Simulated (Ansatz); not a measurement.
# BeS: a single-point run

Aim: a sound single-point run of BeS. The structure is shown as the input types it.

Method: Kohn-Sham DFT, with the functional, basis and potentials that each input names, in Ansatz 0.2.0.

## (1) The system as given

It takes space group F-43m (No. 216, cubic). The conventional cell has a = 4.594 Å, b = 4.594 Å, c = 4.594 Å, α = 90.00°, β = 90.00°, γ = 90.00°. Be (site symmetry -43m) has 4 S at 1.99 Å as nearest neighbours. S (site symmetry -43m) has 4 Be at 1.99 Å as nearest neighbours.

As a file:

```
CELL_PARAMETERS angstrom
0.00000 2.29713 2.29713
2.29713 0.00000 2.29713
2.29713 2.29713 0.00000
ATOMIC_POSITIONS crystal
Be 0.00000 0.00000 0.00000
S 0.25000 0.25000 0.25000
```

## (2) Running it

input.yaml

```yaml
crystal:
  lattice:
    - [0.0, 2.2971254752, 2.2971254752]
    - [2.2971254752, 0.0, 2.2971254752]
    - [2.2971254752, 2.2971254752, 0.0]
  atoms:
    - { symbol: Be, position: [0.0, 0.0, 0.0] }
    - { symbol: S, position: [0.25, 0.25, 0.25] }
kpoints:
  mp_grid: { grid: [10, 10, 10] }
  band_path:
    path:
      - [0.0, 0.0, 0.0]
      - [-0.5, -0.5, 0.0]
      - [-0.375, -0.375, 0.25]
      - [-0.375, 0.0, 0.375]
      - [0.0, 0.0, 0.0]
      - [0.0, 0.0, 0.5]
      - [-0.5, -0.25, 0.25]
      - [-0.5, -0.5, 0.0]
    npoints: 6
scf:
  occupations: { method: fermi_dirac, width: 0.03 }
  max_iter: 75
hamiltonian:
  xc: lda+u
  pseudopotentials: { kind: all_electron, lapw: { basis_error: 0.001 } }
output:
  forces: true
  stress: true
  eigenvalues: true
  populations: true
```

On the command line:

```sh
$ ansatz run input.yaml --threads 1 --pin off --max-ram 2048MiB --backend cpu --events-out ev --progress --plain --runs-dir out
```

**Question.** How will this run end, and is anything wrong with its input?

The program refused the input before any cycle. It says: «line 26 column 7: hamiltonian.xc: unknown variant `lda+u`, expected one of `lda`, `lda-pw`, `pw92`, `pbe`, `pbesol`, `rpbe`, `revpbe`, `blyp`, ...»

The suspect setting: hamiltonian.xc is lda+u. No functional of that name is defined in this program.

Remedy: set hamiltonian.xc to pbe. Any name on the list would pass the check; a listed functional of a like name need not be the same functional.
